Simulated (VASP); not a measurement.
# Te (P3_121) in VASP: a series of runs, part 2 of 2

VASP 6.6.1.

## Step 3: Single point, LDA

This run uses another cell than the first one, of 32.07 Å³/atom, 0.945 times its volume.

INCAR reads:

```
PREC = Accurate
ENCUT = 450
EDIFF = 1E-6
ISMEAR = 1
SIGMA = 0.1
LREAL = False
LASPH = True
NELM = 120
ALGO = Normal
ISIF = 2
LWAVE = False
LCHARG = False
GGA = CA
KPAR = 4
```

KPOINTS reads:

```
Automatic mesh
0
Gamma
  11 11 8
```

POSCAR reads:

```
Te                                      
1.0
    4.3139246386      0.0000000000      0.0000000000
   -2.1569623193      3.7359683271      0.0000000000
    0.0000000000     -0.0000000000      5.9692437612
  Te            
     3
Direct
     0.2850848425126269    0.0000000000000000    0.3333333332999970
     0.0000000000000004    0.2850848425126277    0.6666666667000030
     0.7149151574873724    0.7149151574873722    0.0000000000000000
```

Potentials or basis: VASP PAW LDA potentials, release 64 (Te).

Launch:

```sh
$ cat potpaw_LDA.64/Te/POTCAR > POTCAR
$ mpirun -np 4 vasp_std > vasp.out
```

OUTCAR:

```text
PREC = Accurate
   ENCUT = 450
   EDIFF = 1E-6
   ISMEAR = 1
   LREAL = False
   LASPH = True
   NELM = 120
   ISIF = 2
   GGA = CA

 ion  position               nearest neighbor table
   1  0.285  0.000  0.333-   3 2.91   2 2.91   3 3.35   3 3.35   2 3.35   2 3.35
   2  0.000  0.285  0.667-   3 2.91   1 2.91   3 3.35   3 3.35   1 3.35   1 3.35
   3  0.715  0.715  0.000-   1 2.91   2 2.91   1 3.35   2 3.35   2 3.35   1 3.35

  LATTYP: Found a hexagonal cell.
 ALAT       =     4.3139246386
 C/A-ratio  =     1.3837153546

  Lattice vectors:

 A1 = (   4.3139246386,   0.0000000000,   0.0000000000)
 A2 = (  -2.1569623193,   3.7359683271,   0.0000000000)
 A3 = (   0.0000000000,   0.0000000000,   5.9692437612)

Analysis of symmetry for initial positions (statically):
=====================================================================
 Subroutine PRICEL returns:
 Original cell was already a primitive cell.

 Routine SETGRP: Setting up the symmetry group for a
 hexagonal supercell.

 Subroutine GETGRP returns: Found  6 space group operations
 (whereof  2 operations were pure point group operations)
[... 184 lines left out ...]
      6       3.9577      2.00000
      7       4.7746      2.00000
      8       4.7746      2.00000
      9       5.4147      2.00000
     10       7.5202     -0.00000
     11       7.5202     -0.00000
     12       8.2056     -0.00000
     13      11.3599      0.00000
[... 354 lines left out ...]
  band No.  band energies     occupation
      1      -6.3723      2.00000
      2      -4.4678      2.00000
      3      -3.8830      2.00000
      4       1.7544      2.00000
      5       2.2645      2.00000
      6       2.7665      2.00000
      7       2.9945      2.00000
      8       5.2940      2.00000
      9       5.4016      2.00000
     10       7.3780     -0.00000
     11       7.8870     -0.00000
     12       9.6466      0.00000
     13       9.9628      0.00000

 [... further k-points ...]

------------------------ aborting loop because EDIFF is reached ----------------------------------------

  FORCE on cell =-STRESS in cart. coord.  units (eV):
  Direction    XX          YY          ZZ          XY          YZ          ZX
  --------------------------------------------------------------------------------------
  -------------------------------------------------------------------------------------
  Total       -0.5907740     -0.5907740     -0.8122134      0.0000000      0.0000000      0.0000000
  in kB       -9.8386814     -9.8386814    -13.5265069      0.0000000      0.0000000      0.0000000
  external PRESSURE =     -11.0679566 kB  Pullay stress =       0.0000000 kB

 VOLUME and BASIS-vectors are now :
 -----------------------------------------------------------------------------
  energy-cutoff  :      450.00
  volume of cell :       96.20
      direct lattice vectors                 reciprocal lattice vectors
     4.313924639  0.000000000  0.000000000     0.231807480  0.133834111  0.000000000
    -2.156962319  3.735968327  0.000000000     0.000000000  0.267668222  0.000000000
     0.000000000  0.000000000  5.969243761     0.000000000  0.000000000  0.167525409

 POSITION                                       TOTAL-FORCE (eV/Angst)
 -----------------------------------------------------------------------------------
      1.22983      0.00000      1.98975        -0.036307     -0.000000      0.000000
     -0.61492      1.06507      3.97950         0.018153     -0.031443     -0.000000
      1.54205      2.67090      0.00000         0.018153      0.031443     -0.000000
 -----------------------------------------------------------------------------------
    total drift:                                0.000000     -0.000000     -0.000000

  FREE ENERGIE OF THE ION-ELECTRON SYSTEM (eV)
  ---------------------------------------------------
  free  energy   TOTEN  =       -11.4059706447 eV

  energy  without entropy=      -11.4060354039  energy(sigma->0) =      -11.40599223
```

OSZICAR:

```text
N       E                     dE             d eps       ncg     rms          rms(c)
DAV:   1     0.730599388378E+02    0.73060E+02   -0.60882E+03  2860   0.991E+02
DAV:   2    -0.634868851689E+01   -0.79409E+02   -0.76359E+02  3986   0.149E+02
DAV:   3    -0.113500562318E+02   -0.50014E+01   -0.49646E+01  3445   0.437E+01
DAV:   4    -0.114401012986E+02   -0.90045E-01   -0.89979E-01  3558   0.711E+00
DAV:   5    -0.114416562468E+02   -0.15549E-02   -0.15549E-02  3436   0.886E-01    0.129E+01
DAV:   6    -0.114160396805E+02    0.25617E-01   -0.14867E-02  3035   0.790E-01    0.805E+00
DAV:   7    -0.114064841518E+02    0.95555E-02   -0.29861E-02  3020   0.108E+00    0.287E-01
DAV:   8    -0.114059610295E+02    0.52312E-03   -0.47354E-03  2890   0.451E-01    0.140E-01
DAV:   9    -0.114059756854E+02   -0.14656E-04   -0.14752E-04  3540   0.958E-02    0.665E-02
DAV:  10    -0.114059707019E+02    0.49835E-05   -0.14776E-05  3055   0.269E-02    0.720E-03
DAV:  11    -0.114059706447E+02    0.57133E-07   -0.14641E-06  1660   0.891E-03
   1 F= -.11405971E+02 E0= -.11405992E+02  d E =0.647592E-04
```

Wall time 17 s (4 MPI ranks of Intel Xeon Platinum 8488C (Sapphire Rapids), shared host); peak memory 0.21 GiB.

What came out:

```yaml
Free_energy: -11.4060 eV
Pressure: -1.1 GPa
Largest_force: 0.036 eV/Å
Band_gap_on_the_k_mesh: 0.29 eV, indirect (least direct gap 0.37 eV)
```

Forces on the atoms (eV/Å):
```
Te  -0.036  0.000  0.000
Te   0.018 -0.031  0.000
Te   0.018  0.031  0.000
```

Stress tensor (GPa, compression positive):
```
-0.98  0.00  0.00
 0.00 -0.98  0.00
 0.00  0.00 -1.35
```

Caveat: spin-orbit coupling is left out, which moves the levels of the heavy elements; an odd mesh through Γ misses points on the zone boundary, where band edges often lie. Expect the measured gap to be larger: semilocal functionals such as LDA lack the derivative discontinuity.
